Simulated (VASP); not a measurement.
TiS2:

```
Ti S
1.0
     3.41200    0.00000    0.00000
    -1.70600    2.95488    0.00000
     0.00000    0.00000    5.69500
Ti S
1 2
Cartesian
  0.0000 0.0000 0.0000
  0.0000 1.9699 1.4238
  1.7060 0.9850 4.2713
```

| Quantity | Value |
| --- | --- |
| Program | VASP 6.6.1 |
| Task | relaxation of cell and atoms |
| Functional | PBE |
| Dispersion | D3(BJ) |
| Potentials or basis | VASP PAW PBE potentials, release 64 (Ti_sv, S) |
| Cutoff | 600 eV |
| k mesh | 15 × 15 × 8 |
| Occupations | gaussian, width 0.1 eV |
| Spin | no spin polarisation |

At the start: pressure -2.9 GPa; volume 19.14 Å³/atom.

Where does the relaxation end?

Over 15 steps the energy falls by 8.6 meV/atom and the volume is 17.99 Å³/atom (-6.0 %); space group P-3m1 (No. 164, to 0.05 Å).

The path:
```
step  energy change (eV)  largest force (eV/Å)  pressure (GPa)  volume (Å³)
   1              0.0000                0.1255           -2.93        57.42
   2             -0.0033                0.5269            2.63        54.56
   3             -0.0152                0.2105           -0.11        55.87
   4             -0.0188                0.1375           -0.16        55.56
   5             -0.0204                0.0303           -0.11        55.11
   6             -0.0205                0.0427           -0.10        55.17
   7             -0.0221                0.0386           -0.08        54.94
   8             -0.0253                0.0244            0.00        54.27
   9             -0.0212                0.0217            0.51        52.91
  10             -0.0257                0.0252            0.19        53.95
  11             -0.0257                0.0240            0.18        53.91
  12             -0.0251                0.0835           -0.59        54.18
  13             -0.0258                0.0002           -0.06        53.97
  14             -0.0258                0.0047            0.03        53.96
  15             -0.0258                0.0025            0.03        53.96
```

Final structure:
```xyz
3
Lattice="3.3587 0.0000 0.0000 -1.6793 2.9087 0.0000 0.0000 0.0000 5.5235" Properties=species:S:1:pos:R:3 pbc="T T T"
Ti    0.0000    0.0000    0.0000
S     0.0000    1.9391    1.4288
S     1.6793    0.9696    4.0947
```

Caveat: pairwise dispersion overbinds metals, which lowers pressure and volume.
